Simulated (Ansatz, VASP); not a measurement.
**Ta2N in VASP and in Ansatz**

```
Ta N
1.0
     3.11286    0.00000    0.00000
    -1.55643    2.69582    0.00000
     0.00000    0.00000    4.86984
Ta N
2 1
Direct
  0.66667 0.33333 0.74529
  0.33333 0.66667 0.25471
  0.00000 0.00000 0.00000
```

The cell comes from a database or a generator and needn't be the stable form of this composition.

Alike in both runs: task single point; functional PBEsol; k mesh 6 × 6 × 4; occupations gaussian, width 0.1 eV; collinear spin.

|  | VASP | Ansatz |
| --- | --- | --- |
| version | VASP 6.6.1 | Ansatz 0.2.0 |
| potentials or method | VASP PAW PBE potentials, release 64 (Ta_pv, N) | scalar-relativistic, plane waves, PAW |
| plane-wave cutoff (eV) | 520 | 420 |
| valence electrons in the cell | 27 | 31 |

```csv
,VASP,Ansatz,Ansatz less VASP
gap on the k mesh at the Fermi level (eV),none,none,-
pressure (GPa),-8.6,-9.0,-0.47
rms of the force components (eV/Å),0.238,0.259,+0.0218
net moment per atom (μB),0.00,0.00,0.000
```

Atom by atom the forces differ by 0.022 eV/Å (rms over components). A gap of «none» marks a metal or a gap that the smearing closes. With one functional, cell and mesh, what is left measures potentials, basis and numerics. The two sets of potentials don't hold the same shells in valence. Ansatz warned: «seeded_moment_not_kept».

Caveats: the k mesh is coarse (spacing up to 0.39 Å⁻¹), so the values aren't converged; the PAW data sets were made with another functional, which shifts forces and pressure a little (VASP). Spin-orbit coupling is left out, which matters for the levels of Ta.
